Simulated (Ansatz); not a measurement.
**Ni: pressure against volume**

Ni, Fm-3m, a = 3.518 Å. Ansatz: PBE, PAW, 420 eV, Γ-centred 20×20×20 mesh on 1 atom, Gaussian smearing 0.10 eV; collinear spin, largest moment 0.7 μB. Symmetry fixes shape and atoms, so the cell is only scaled; pressure is positive in compression.

```
V (Å³/atom) P (GPa)
      9.583        ?
      9.909    23.72
     10.236    14.39
     10.563     6.56
     10.889     0.01
     11.216    -5.49
     11.543   -10.08
     11.978   -15.05
```

Take V0 = 10.889 Å³/atom, count pressures from its P0 = 0.01 GPa, fit the third-order Birch–Murnaghan form to the other rows, and predict the missing pressure.

With the Eulerian strain f = ½[(V0/V)^(2/3) − 1] and y = (P − P0)/[3f(1 + 2f)^(5/2)], the form is the line y = B0 + 1.5 B0 (B0′ − 4) f. Rows (f, y): 0.03245, 208.1; 0.02104, 205.5; 0.01024, 202.7; -0.00977, 197.1; -0.01907, 194.4; -0.03078, 191.2. Means f = 0.0006850, y = 199.83; Σ(Δf)² = 0.003004, ΣΔfΔy = 0.8129; the slope is their ratio. y = 199.6 + 270.6 f GPa, so B0 = 199.6 GPa and B0′ = 4 + 2 × (270.6)/(3 × 199.6) = 4.90. At V = 9.583, f = 0.04445, y = 211.63 and P = 34.93 GPa. The run gave 34.87 GPa, so the fit is 0.06 GPa too high, a small miss on the scale of the series.